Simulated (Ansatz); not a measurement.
What does this script print? It uses Ansatz's Python interface.

The script, `ase_relax_agbr.py`:
```python
import warnings

import ansatz as az
from ase import Atoms
from ase.calculators.calculator import Calculator, all_changes
from ase.filters import FrechetCellFilter
from ase.optimize import BFGSLineSearch
from ase.units import GPa
import numpy as np

KGRID = (4, 4, 4)


class AnsatzEngine(Calculator):
    implemented_properties = ["energy", "free_energy", "forces", "stress"]

    def calculate(self, atoms=None, properties=("energy",), system_changes=all_changes):
        super().calculate(atoms, properties, system_changes)
        bare = self.atoms.copy()
        bare.set_constraint()
        bare.set_momenta(None)
        job = (
            az.Crystal.from_ase(bare).calculation()
            .pseudopotentials("paw")
            .kpoints(*KGRID)
            .occupations(az.OccupationsMethod.FIXED)
            .forces()
            .stress()
        )
        report = job.run(threads=1, pin="off").report
        self.results["free_energy"] = report["lagrangian_ev"]
        self.results["energy"] = report.get("lagrangian_sigma0_ev", report["lagrangian_ev"])
        self.results["forces"] = np.array(report["forces_ev_ang"])
        s = -np.array(report["stress_gpa"]) * GPa  # ASE counts tension as positive
        self.results["stress"] = s[[0, 1, 2, 1, 0, 0], [0, 1, 2, 2, 2, 1]]

warnings.simplefilter("ignore")
atoms = Atoms(
    ["Ag", "Br"],
    cell=[(0.0, 2.87015, 2.87015), (2.87015, 0.0, 2.87015), (2.87015, 2.87015, 0.0)],
    scaled_positions=[
        (0.0, 0.0, 0.0),
        (0.5, 0.5, 0.5),
    ],
    pbc=True,
)
atoms.calc = AnsatzEngine()
before = atoms.get_potential_energy(), atoms.get_volume()
target = FrechetCellFilter(atoms)
optimiser = BFGSLineSearch(target, logfile=None)


def tell():
    fmax = np.linalg.norm(target.get_forces(), axis=1).max()
    print(f"step {optimiser.nsteps:2d}  E = {atoms.get_potential_energy():.5f} eV  fmax = {fmax:.4f}  V = {atoms.get_volume():.3f} A^3")


optimiser.attach(tell)
met = optimiser.run(fmax=0.03, steps=20)
print("threshold met:", bool(met), " energy gained:", round(before[0] - atoms.get_potential_energy(), 5), "eV")
print("cell lengths and angles:", np.round(atoms.cell.cellpar(), 3))
print(np.round(atoms.get_scaled_positions(), 4))
```

Running `python ase_relax_agbr.py` prints:
```text
step  0  E = -10374.32424 eV  fmax = 0.3842  V = 47.287 A^3
step  1  E = -10374.34583 eV  fmax = 0.0016  V = 50.092 A^3
threshold met: True  energy gained: 0.02159 eV
cell lengths and angles: [ 4.138  4.138  4.138 60.    60.    60.   ]
[[0.  0.  0. ]
 [0.5 0.5 0.5]]
```

Caveats:
- Total energies depend on the potentials; only differences at equal settings carry meaning. A total without «per atom» is that of the cell as typed.
- The k-point mesh is coarse, and energy and stress weren't tested for convergence.
- Of the deposited cell: the entry's cell lengths or inner coordinates differ somewhat from later room-temperature determinations.
- No functional is typed, so the default, PBE, holds.
- The starting cell is as deposited in a crystallographic database; the results hold for this polymorph, which needn't be the stable one.
- Timing: 1.8 s on 1 thread of Arm Neoverse V2, on a shared host, peak memory 0.4 GiB.
